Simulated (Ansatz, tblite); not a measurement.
AgCl: GFN2-xTB, run from Python

These are simulated results from tblite 0.8.0, not measurements. The cell began as a database structure and was relaxed with r2SCAN in plane waves (Ansatz 0.2.0). All runs are without spin polarisation.

Space group Cmcm (No. 63), orthorhombic; a = 3.726 Å, b = 11.112 Å, c = 3.942 Å in the conventional setting, 20.40 Å³ an atom. Ag is surrounded by 7 Cl at 2.73–3.24 Å; Cl is surrounded by 7 Ag at 2.73–3.24 Å.

tblite solves periodic systems at the zone centre alone, so the script builds a cluster of 3×1×3 conventional cells (72 atoms), which folds in a coarse mesh of k points.

The script, run.py:

```python
import json
from ase import Atoms
from ase.build import make_supercell
from ase.units import Bohr, GPa, Hartree
from tblite.interface import Calculator

atoms = Atoms(['Ag', 'Ag', 'Cl', 'Cl'],
              cell=[[1.86314074, -5.55595793, 0.0], [1.86314074, 5.55595793, 0.0], [0.0, 0.0, 3.94204855]],
              scaled_positions=[[0.395776309, 0.604223691, 0.75], [0.604223691, 0.395776309, 0.25], [0.86592099, 0.13407901, 0.25], [0.13407901, 0.86592099, 0.75]],
              pbc=True)
cluster = make_supercell(atoms, [[3, 3, 0], [-1, 1, 0], [0, 0, 3]])
calc = Calculator('GFN2-xTB', cluster.numbers, cluster.positions / Bohr, lattice=cluster.cell[:] / Bohr, periodic=cluster.pbc)
calc.set('temperature', 0.02 / Hartree)
calc.set('max-iter', 150)
res = calc.singlepoint()
levels = res.get('orbital-energies') * Hartree
nv = round(res.get('orbital-occupations').sum() / 2)
cells = len(cluster) // len(atoms)
out = {'energy_per_cell': res.get('energy') * Hartree / cells, 'homo': levels[nv - 1], 'lumo': levels[nv],
       'stress': (-res.get('virial') * Hartree / cluster.get_volume() / GPa).tolist(), 'charges': res.get('charges')[:len(atoms)].tolist(), 'electrons': 2 * nv / cells}
json.dump(out, open('results.json', 'w'))
for key, value in out.items():
    print(key, value)
```

Command: `python run.py`. It took 5.8 s on 1 thread of Arm Neoverse V2, with other jobs on the host, peak memory 0.15 GiB.

The log:

```
------------------------------------------------------------
  cycle        total energy    energy error   density error
------------------------------------------------------------
      1     -308.5324462886  -3.0877930E+02   1.9993397E-01
      2     -308.7182704771  -1.8582419E-01   1.2306483E-01
      3     -308.7409530905  -2.2682613E-02   4.7371517E-02
      4     -308.7447450028  -3.7919123E-03   1.2102966E-02
      5     -308.7451057705  -3.6076764E-04   5.6002421E-03
      6     -308.7452363995  -1.3062904E-04   7.9522823E-04
      7     -308.7452387133  -2.3137528E-06   3.5979091E-04
      8     -308.7452396150  -9.0168061E-07   2.0392401E-04
      9     -308.7452399256  -3.1064894E-07   5.2172865E-05
     10     -308.7452399445  -1.8864796E-08   9.8713426E-06
------------------------------------------------------------

 total:                                   5.193 sec
energy_per_cell -466.7436615175017
homo -10.252408646982973
lumo -8.667375150029976
stress [[-2.3647040151060224, 1.5203993406356834e-15, 8.884532902027696e-15], [1.5477035412494439e-15, -4.02826670663121, -6.047264556224852e-07], [8.857787371811877e-15, -6.047264556291024e-07, -1.281065011185184]]
charges [0.19235405924756271, 0.1923564429420755, -0.19235364009570308, -0.19235359926939932]
electrons 36.0
```

The cycle table is in hartree for the whole cluster, and the lines after it are in eV (the energy for one cell). The printed stress is in GPa and positive in compression, and the pressure is its mean diagonal.

GFN2-xTB gives a gap of 1.59 eV. On the same cell, plane-wave PBE (Ansatz, 8×8×6 k points and the special points) gives a gap of 0.45 eV and r2SCAN a gap of 1.01 eV; on shared hosts these took about 20 and 60 core-seconds on the 4-atom cell, against 5.8 for the script. Semilocal gaps usually lie below measured ones. xTB was fitted to molecules, so gaps, charges and pressures of solids can be far off, and the gap also depends on the size of the cluster.

The same script was run on cells scaled at fixed shape and fractional coordinates:

| volume (Å³/atom) | energy (meV/atom) | pressure (GPa, positive in compression) | gap (eV) |
| --- | --- | --- | --- |
| 17.95 | 23.6 | 6.81 | 2.67 |
| 19.18 | -5.9 | 1.24 | 2.06 |
| 20.40 | 0.0 | -2.56 | 1.59 |
| 21.63 | 30.2 | -5.17 | 1.21 |
| 22.85 | 77.2 | -7.00 | 0.91 |

A Birch-Murnaghan fit puts the minimum at 19.53 Å³/atom, 4.3 % below the given cell, with a bulk modulus of 65.5 GPa at fixed shape.

xTB was fitted mostly to molecules, and a small cluster samples few k points, so gaps, pressures and kinks along a curve can be far from a solid's.

Spin-orbit coupling is left out.
